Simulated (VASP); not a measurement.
# ZnSn2N2 (P-4m2) in VASP: notebook, part 2 of 2

VASP 6.6.1. Earlier steps stand in the parts before.

## 5. Single point, PBE

Contents of INCAR:

```
SYSTEM = ZnSn2N2
  ADDGRID = .False.
  ALGO = Normal
  EDIFF = 1E-7
  ENCUT = 400
  GGA = PE
  ISIF = 2
  ISMEAR = 0
  LASPH = .True.
  LCHARG = .False.
  LREAL = .False.
  LWAVE = .False.
  NELM = 100
  PREC = Accurate
  SIGMA = 0.05
```

Contents of KPOINTS:

```
k-points
0
Gamma
  6 6 3
  0 0 0
```

Contents of POSCAR:

```
ZnSn2N2
1.0
    3.3523260000      0.0000000000      0.0000000000
    0.0000000000      3.3523260000      0.0000000000
    0.0000000000      0.0000000000      8.0642090000
Sn Zn N
2 1 2
Direct
    0.5000000000      0.5000000000      0.3058270000
    0.5000000000      0.5000000000      0.6941730000
    0.0000000000      0.0000000000      0.0000000000
    0.0000000000      0.5000000000      0.8541900000
    0.5000000000      0.0000000000      0.1458100000
```

Potentials or basis: VASP PAW PBE potentials, release 64 (Sn_d, Zn, N).

Run with:

```console
$ cat potpaw_PBE.64/Sn_d/POTCAR potpaw_PBE.64/Zn/POTCAR potpaw_PBE.64/N/POTCAR > POTCAR
$ mpirun -np 1 vasp_std > vasp.out
```

OUTCAR:

```text
SYSTEM = ZnSn2N2
   EDIFF = 1E-7
   ENCUT = 400
   GGA = PE
   ISIF = 2
   ISMEAR = 0
   LASPH = .True.
   LREAL = .False.
   NELM = 100
   PREC = Accurate

 Found     20 irreducible k-points:

 Following reciprocal coordinates:
            Coordinates               Weight
  0.000000  0.000000  0.000000      1.000000
  0.166667  0.000000  0.000000      4.000000
  0.333333  0.000000  0.000000      4.000000
  0.500000  0.000000  0.000000      2.000000
  0.166667  0.166667  0.000000      4.000000
  0.333333  0.166667  0.000000      8.000000
   k-points           NKPTS =     20   k-points in BZ     NKDIM =     20   number of bands    NBANDS=     30
   number of dos      NEDOS =    301   number of ions     NIONS =      5
   total plane-waves  NPLWV =  31104
   dimension x,y,z NGX =    24 NGY =   24 NGZ =   54
   dimension x,y,z NGXF=    48 NGYF=   48 NGZF=  108
   ions per type =               2   1   2
   NGX,Y,Z   is equivalent  to a cutoff of  11.90, 11.90, 11.13 a.u.
   NGXF,Y,Z  is equivalent  to a cutoff of  23.80, 23.80, 22.26 a.u.
 SYSTEM =  ZnSn2N2
   PREC   = accura    normal or accurate (medium, high low for compatibility)
   ISTART =      0    job   : 0-new  1-cont  2-samecut
   ICHARG =      2    charge: 1-file 2-atom 10-const
   ISPIN  =      1    spin polarized calculation?
   LNONCOLLINEAR =      F non collinear calculations
   LSORBIT =      F    spin-orbit coupling
   LASPH  =      T    aspherical Exc in radial PAW
   ENCUT  =  400.0 eV  29.40 Ry    5.42 a.u.   5.47  5.47 13.15*2*pi/ulx,y,z
   NELM   =    100;   NELMIN=  2; NELMDL= -5     # of ELM steps
   EDIFF  = 0.1E-06   stopping-criterion for ELM
   LREAL  =      F    real-space projection
   EDIFFG = 0.1E-05   stopping-criterion for IOM
   NSW    =      0    number of steps for IOM
   IBRION =     -1    ionic relax: 0-MD 1-quasi-New 2-CG
   NFREE  =      0    steps in history (QN), initial steepest desc. (CG)
   ISIF   =      2    stress and relaxation
   ISYM   =      2    0-nonsym 1-usesym 2-fastsym
   POTIM  = 0.5000    time-step for ionic-motion
   TEBEG  =    0.0;   TEEND  =   0.0 temperature during run
   PSTRESS=    0.0 pullay stress
   NELECT =      50.0000    total number of electrons
   NUPDOWN=      -1.0000    fix difference up-down
   EMIN   =  10.00;   EMAX   =-10.00  energy-range for DOS
   EFERMI =   0.00;   METHOD = LEGACY
   ISMEAR =     0;   SIGMA  =   0.05  broadening in eV -4-tet -1-fermi 0-gaus
   EFERMI_NEDOS =   21; number of points for ismear=-14 and -15
   IALGO  =     38    algorithm
   IMIX   =      4    mixing-type and parameters
     AMIX     =   0.40;   BMIX     =  1.00
     AMIX_MAG =   1.60;   BMIX_MAG =  1.00
  volume/ion in A,a.u.               =      18.13       122.32
  Fermi-wavevector in a.u.,A,eV,Ry     =   1.342703  2.537341 24.529295  1.802852
  Thomas-Fermi vector in A             =   2.470836
   LORBIT       =      0    0 simple, 1 ext, 2 COOP (PROOUT), +10 PAW based schemes
   GGA     = PE    functional components
   LHFCALC =     F    Hartree Fock is set to
   AEXX    =    0.0000 exact exchange contribution
   IVDW    =     0    specifies the selected vdW correction
   LEPSILON=     F    determine dielectric tensor
   LRPA    =     F    only Hartree local field effects (RPA)
 non-spin polarized calculation
 Gauss-broadening in eV      SIGMA  =   0.05
  energy-cutoff  :      400.00
  volume of cell :       90.63
 maximum number of plane-waves:      1659
 NGX is ok and might be reduce to    24
   NGX = 11   NGY = 11   NGZ = 27

 number of electron      49.9999953 magnetization

 Free energy of the ion-electron system (eV)
  ---------------------------------------------------
  ext. energy  EPLUGINS =         0.00000000
  ---------------------------------------------------
  free energy    TOTEN  =       -24.13869117 eV

  energy without entropy =      -24.13211455  energy(sigma->0) =      -24.13540286

 E-fermi :   5.3761     XC(G=0): -10.2174

 val. band max:        5.3671298960   @ k =   0.1667   0.1667   0.0000
 cond. band min:       5.3875999314   @ k =   0.1667   0.1667   0.3333
 fundamental gap:      0.0204700354
 Fermi energy:         5.3760674358

 k-point     1 :       0.0000    0.0000    0.0000
  band No.  band energies     occupation
      1     -16.0258      2.00000
      2     -16.0243      2.00000
      3     -15.8828      2.00000
      4     -15.8185      2.00000
      5     -15.8185      2.00000
      6     -15.7698      2.00000
[... 22 lines left out ...]
     29      11.0073      0.00000
     30      11.6153      0.00000

 k-point     2 :       0.1667    0.0000    0.0000
  band No.  band energies     occupation
      1     -15.9989      2.00000
      2     -15.9972      2.00000
      3     -15.8773      2.00000
      4     -15.8404      2.00000
      5     -15.8171      2.00000
      6     -15.7863      2.00000
[... 22 lines left out ...]
     29      10.4481      0.00000
     30      11.2057      0.00000

 k-point     3 :       0.3333    0.0000    0.0000
  band No.  band energies     occupation
      1     -15.9762      2.00000
      2     -15.9486      2.00000
      3     -15.9144      2.00000
      4     -15.8201      2.00000
      5     -15.8142      2.00000
      6     -15.8085      2.00000
[... 22 lines left out ...]
     29      10.7677      0.00000
     30      11.5686      0.00000

 k-point     4 :       0.5000    0.0000    0.0000
  band No.  band energies     occupation
      1     -15.9895      2.00000
      2     -15.9334      2.00000
      3     -15.9169      2.00000
      4     -15.8296      2.00000
      5     -15.8127      2.00000
      6     -15.7890      2.00000
[... 22 lines left out ...]
     29      11.3350      0.00000
     30      11.8250      0.00000

 k-point     5 :       0.1667    0.1667    0.0000
  band No.  band energies     occupation
      1     -15.9723      2.00000
      2     -15.9693      2.00000
      3     -15.8721      2.00000
      4     -15.8436      2.00000
      5     -15.8285      2.00000
      6     -15.7855      2.00000
[... 22 lines left out ...]
     29      10.3536      0.00000
     30      10.4071      0.00000

 k-point     6 :       0.3333    0.1667    0.0000
  band No.  band energies     occupation
      1     -15.9645      2.00000
      2     -15.9247      2.00000
      3     -15.8920      2.00000
      4     -15.8288      2.00000
      5     -15.8161      2.00000
      6     -15.7978      2.00000
[... 22 lines left out ...]
     29       9.8118      0.00000
     30      11.6134      0.00000

 [... further k-points ...]
[... 5 lines left out ...]
  --------------------------------------------------------------------------------------
  -------------------------------------------------------------------------------------
  Total       -0.9602107     -0.9602107     -0.7718216      0.0000000      0.0000000      0.0000000
  in kB      -16.9755110    -16.9755110    -13.6449915      0.0000000      0.0000000      0.0000000
  external PRESSURE =     -15.8653378 kB  Pullay stress =       0.0000000 kB

 VOLUME and BASIS-vectors are now :
 -----------------------------------------------------------------------------
  energy-cutoff  :      400.00
  volume of cell :       90.63
      direct lattice vectors                 reciprocal lattice vectors
     3.352326000  0.000000000  0.000000000     0.298300344  0.000000000  0.000000000
     0.000000000  3.352326000  0.000000000     0.000000000  0.298300344  0.000000000
     0.000000000  0.000000000  8.064209000     0.000000000  0.000000000  0.124004723

 POSITION                                       TOTAL-FORCE (eV/Angst)
 -----------------------------------------------------------------------------------
      1.67616      1.67616      2.46625        -0.000000     -0.000000     -0.107780
      1.67616      1.67616      5.59796        -0.000000      0.000000      0.107780
      0.00000      0.00000      0.00000        -0.000000     -0.000000      0.000000
      0.00000      1.67616      6.88837        -0.000000     -0.000000      0.069480
      1.67616      0.00000      1.17584         0.000000     -0.000000     -0.069480
 -----------------------------------------------------------------------------------
    total drift:                                0.000000     -0.000000      0.000000

  FREE ENERGIE OF THE ION-ELECTRON SYSTEM (eV)
  ---------------------------------------------------
  free  energy   TOTEN  =       -24.1386911655 eV

  energy  without entropy=      -24.1321145519  energy(sigma->0) =      -24.13540286
```

OSZICAR:

```text
N       E                     dE             d eps       ncg     rms          rms(c)
DAV:   1     0.446725993813E+03    0.44673E+03   -0.22162E+04  1220   0.215E+03
DAV:   2     0.376243173717E+02   -0.40910E+03   -0.39799E+03  1244   0.508E+02
DAV:   3    -0.253815354484E+02   -0.63006E+02   -0.61334E+02  1416   0.187E+02
DAV:   4    -0.289879475881E+02   -0.36064E+01   -0.35778E+01  1404   0.470E+01
DAV:   5    -0.290901251345E+02   -0.10218E+00   -0.10212E+00  1442   0.808E+00    0.142E+01
DAV:   6    -0.242131919226E+02    0.48769E+01   -0.26551E+01  1926   0.670E+01    0.744E+00
DAV:   7    -0.241665435392E+02    0.46648E-01   -0.53570E+00  1332   0.144E+01    0.500E+00
DAV:   8    -0.241549257814E+02    0.11618E-01   -0.90321E-01  1682   0.886E+00    0.200E+00
DAV:   9    -0.241385122969E+02    0.16413E-01   -0.12284E-01  1698   0.430E+00    0.312E-01
DAV:  10    -0.241387089044E+02   -0.19661E-03   -0.20982E-02  1526   0.120E+00    0.222E-01
DAV:  11    -0.241386071027E+02    0.10180E-03   -0.30005E-03  1620   0.369E-01    0.815E-02
DAV:  12    -0.241387214226E+02   -0.11432E-03   -0.36352E-04  1742   0.228E-01    0.303E-02
DAV:  13    -0.241386920715E+02    0.29351E-04   -0.20751E-04  1592   0.146E-01    0.165E-02
DAV:  14    -0.241386907666E+02    0.13049E-05   -0.27025E-05  1602   0.414E-02    0.770E-03
DAV:  15    -0.241386914079E+02   -0.64135E-06   -0.47686E-06  1768   0.175E-02    0.344E-03
DAV:  16    -0.241386912375E+02    0.17046E-06   -0.23132E-06  1494   0.121E-02    0.181E-03
DAV:  17    -0.241386911655E+02    0.71936E-07   -0.56069E-07  1184   0.998E-03
   1 F= -.24138691E+02 E0= -.24135403E+02  d E =-.657661E-02
```

stdout:

```text
POSCAR found type information on POSCAR SnZnN
 POSCAR found :  3 types and       5 ions
 scaLAPACK will be used
 LDA part: xc-table for (Slater+PW92), standard interpolation
 POSCAR, INCAR and KPOINTS ok, starting setup
 FFT: planning ... GRIDC
 FFT: planning ... GRID_SOFT
 FFT: planning ... GRID
 WAVECAR not read
 entering main loop
```

Wall time 26 s (1 thread of Intel Xeon 6975P-C (Granite Rapids), shared host); peak memory 0.19 GiB.

These settings aren't checked as converged: the numbers below hold their error.

Results:

```yaml
Free_energy: -24.1387 eV
Largest_force: 0.108 eV/Å
Band_gap_on_the_k_mesh: none (metal or under the smearing width)
```

Caveat: the cutoff is under 1.25 times the usual one of these potentials, so pressure, stress and relaxed cells hold a basis-set (Pulay) error.

## 6. Single point, PBE

Edit INCAR of step 5 so:

```diff
@@ -4,3 +4,3 @@
   EDIFF = 1E-7
-  ENCUT = 400
+  ENCUT = 250
   GGA = PE
```

Contents of KPOINTS:

```
k-points
0
Gamma
  10 10 4
  0 0 0
```

POSCAR is that of step 5.

Potentials or basis: VASP PAW PBE potentials, release 64 (Sn_d, Zn, N).

Run with:

```console
$ cat potpaw_PBE.64/Sn_d/POTCAR potpaw_PBE.64/Zn/POTCAR potpaw_PBE.64/N/POTCAR > POTCAR
$ mpirun -np 1 vasp_std > vasp.out
```

OUTCAR:

```text
SYSTEM = ZnSn2N2
   EDIFF = 1E-7
   ENCUT = 250
   GGA = PE
   ISIF = 2
   ISMEAR = 0
   LASPH = .True.
   LREAL = .False.
   NELM = 100
   PREC = Accurate

 Found     63 irreducible k-points:

 Following reciprocal coordinates:
            Coordinates               Weight
  0.000000  0.000000  0.000000      1.000000
  0.100000  0.000000  0.000000      4.000000
  0.200000  0.000000  0.000000      4.000000
  0.300000  0.000000  0.000000      4.000000
  0.400000  0.000000  0.000000      4.000000
  0.500000  0.000000  0.000000      2.000000
   k-points           NKPTS =     63   k-points in BZ     NKDIM =     63   number of bands    NBANDS=     30
   number of dos      NEDOS =    301   number of ions     NIONS =      5
   total plane-waves  NPLWV =  13608
   dimension x,y,z NGX =    18 NGY =   18 NGZ =   42
   dimension x,y,z NGXF=    36 NGYF=   36 NGZF=   84
   ions per type =               2   1   2
   NGX,Y,Z   is equivalent  to a cutoff of   8.93,  8.93,  8.66 a.u.
   NGXF,Y,Z  is equivalent  to a cutoff of  17.85, 17.85, 17.32 a.u.
 SYSTEM =  ZnSn2N2
   PREC   = accura    normal or accurate (medium, high low for compatibility)
   ISTART =      0    job   : 0-new  1-cont  2-samecut
   ICHARG =      2    charge: 1-file 2-atom 10-const
   ISPIN  =      1    spin polarized calculation?
   LNONCOLLINEAR =      F non collinear calculations
   LSORBIT =      F    spin-orbit coupling
   LASPH  =      T    aspherical Exc in radial PAW
[... 55 lines left out ...]
 cond. band min:       5.4239502317   @ k =   0.3000   0.0000   0.5000
 fundamental gap:      0.0276670157
 Fermi energy:         5.4209755678

 k-point     1 :       0.0000    0.0000    0.0000
  band No.  band energies     occupation
      1     -15.9733      2.00000
      2     -15.9723      2.00000
      3     -15.8254      2.00000
      4     -15.7637      2.00000
      5     -15.7637      2.00000
      6     -15.7123      2.00000
[... 187 lines left out ...]
     29      11.3684      0.00000
     30      11.8306      0.00000

 [... further k-points ...]
[... 5 lines left out ...]
  --------------------------------------------------------------------------------------
  -------------------------------------------------------------------------------------
  Total      -11.0988040    -11.0988040    -11.1475851      0.0000000      0.0000000      0.0000000
  in kB     -196.2151332   -196.2151332   -197.0775320      0.0000000      0.0000000      0.0000000
  external PRESSURE =    -196.5025995 kB  Pullay stress =       0.0000000 kB

 VOLUME and BASIS-vectors are now :
 -----------------------------------------------------------------------------
  energy-cutoff  :      250.00
  volume of cell :       90.63
      direct lattice vectors                 reciprocal lattice vectors
     3.352326000  0.000000000  0.000000000     0.298300344  0.000000000  0.000000000
     0.000000000  3.352326000  0.000000000     0.000000000  0.298300344  0.000000000
     0.000000000  0.000000000  8.064209000     0.000000000  0.000000000  0.124004723

 POSITION                                       TOTAL-FORCE (eV/Angst)
 -----------------------------------------------------------------------------------
      1.67616      1.67616      2.46625         0.000000     -0.000000      0.087076
      1.67616      1.67616      5.59796        -0.000000     -0.000000     -0.087076
      0.00000      0.00000      0.00000         0.000000      0.000000      0.000000
      0.00000      1.67616      6.88837         0.000000     -0.000000     -0.098815
      1.67616      0.00000      1.17584         0.000000     -0.000000      0.098815
 -----------------------------------------------------------------------------------
    total drift:                                0.000000      0.000000      0.000000

  FREE ENERGIE OF THE ION-ELECTRON SYSTEM (eV)
  ---------------------------------------------------
  free  energy   TOTEN  =       -24.4069671783 eV

  energy  without entropy=      -24.4047587005  energy(sigma->0) =      -24.40586294
```

OSZICAR:

```text
N       E                     dE             d eps       ncg     rms          rms(c)
DAV:   1     0.362828016046E+03    0.36283E+03   -0.17239E+04  3860   0.156E+03
DAV:   2     0.192032418515E+02   -0.34362E+03   -0.33279E+03  4000   0.408E+02
DAV:   3    -0.261987893026E+02   -0.45402E+02   -0.44343E+02  4452   0.150E+02
DAV:   4    -0.278989597255E+02   -0.17002E+01   -0.16939E+01  4274   0.312E+01
DAV:   5    -0.279395735250E+02   -0.40614E-01   -0.40602E-01  4602   0.440E+00    0.128E+01
DAV:   6    -0.244665004629E+02    0.34731E+01   -0.17783E+01  5830   0.517E+01    0.720E+00
DAV:   7    -0.244532821125E+02    0.13218E-01   -0.31293E+00  4050   0.103E+01    0.502E+00
DAV:   8    -0.244438792863E+02    0.94028E-02   -0.90198E-01  5426   0.790E+00    0.134E+00
DAV:   9    -0.244044395216E+02    0.39440E-01   -0.16009E-01  5202   0.524E+00    0.378E-01
DAV:  10    -0.244067097609E+02   -0.22702E-02   -0.32165E-02  4096   0.864E-01    0.180E-01
DAV:  11    -0.244069721668E+02   -0.26241E-03   -0.13217E-03  4868   0.275E-01    0.441E-02
DAV:  12    -0.244069725923E+02   -0.42557E-06   -0.32206E-04  5336   0.246E-01    0.288E-02
DAV:  13    -0.244069674083E+02    0.51841E-05   -0.69503E-05  4894   0.750E-02    0.132E-02
DAV:  14    -0.244069667478E+02    0.66046E-06   -0.16416E-05  5168   0.295E-02    0.423E-03
DAV:  15    -0.244069671809E+02   -0.43313E-06   -0.15854E-06  4808   0.160E-02    0.195E-03
DAV:  16    -0.244069671902E+02   -0.92659E-08   -0.14157E-06  3852   0.662E-03    0.128E-03
DAV:  17    -0.244069671783E+02    0.11932E-07   -0.73930E-08  2340   0.251E-03
   1 F= -.24406967E+02 E0= -.24405863E+02  d E =-.220848E-02
```

Wall time 34 s (1 thread of Intel Xeon 6975P-C (Granite Rapids), shared host); peak memory 0.17 GiB.

The run converged, but a check on its numbers failed (symmetry, net force, bounds or a known fault of this set-up), so they aren't taken as properties of the crystal.

Caveat: the cutoff lies under the usual one of these potentials, so the numbers hold a large basis-set error.
